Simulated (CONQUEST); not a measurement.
## W under changes of volume

One of the cells (15.848 Å³/atom); the others are scaled copies at fixed shape and fractional positions:

```xyz
2
Lattice="3.1647 0.0000 0.0000 0.0000 3.1647 0.0000 0.0000 0.0000 3.1647" Properties=species:S:1:pos:R:3 pbc="T T T"
W     0.0000    0.0000    0.0000
W     1.5823    1.5823    1.5823
```

| Item | Value |
| --- | --- |
| Program | CONQUEST 1.3 |
| Functional | PBE |
| Potentials or basis | PseudoDojo NC PBE, DZP, grid of 32 × 32 × 32 points |
| k mesh | 8 × 8 × 8 |
| Occupations | fermi-dirac, width 0.05 eV |
| Spin | no spin polarisation |

```csv
volume (Å³/atom),energy over the lowest point (meV/atom),pressure (GPa)
14.897,?,?
15.214,81.63,25.4
15.531,40.06,17.1
15.848,13.67,9.9
16.165,0.58,3.2
16.482,0.00,-2.6
16.798,10.29,-7.9
```

Q: What does the run at 14.897 Å³/atom give?

A: Energy over the lowest point 140.20 meV/atom; pressure 34.2 GPa.

Worked out: A Birch-Murnaghan fit of order 3 (a polynomial in V^(-2/3)) to the other rows has its minimum at 16.34 Å³/atom with B0 = V·E''(V) = 301 GPa and B' = 4.2. It gives 139.80 meV/atom at 14.897 Å³/atom, against the run's 140.20, and -dE/dV = 33.9 GPa, against 34.2.

Energies are extrapolated to zero smearing.

Caveats: the basis of atomic orbitals isn't converged, which shifts pressures, moduli and gaps.
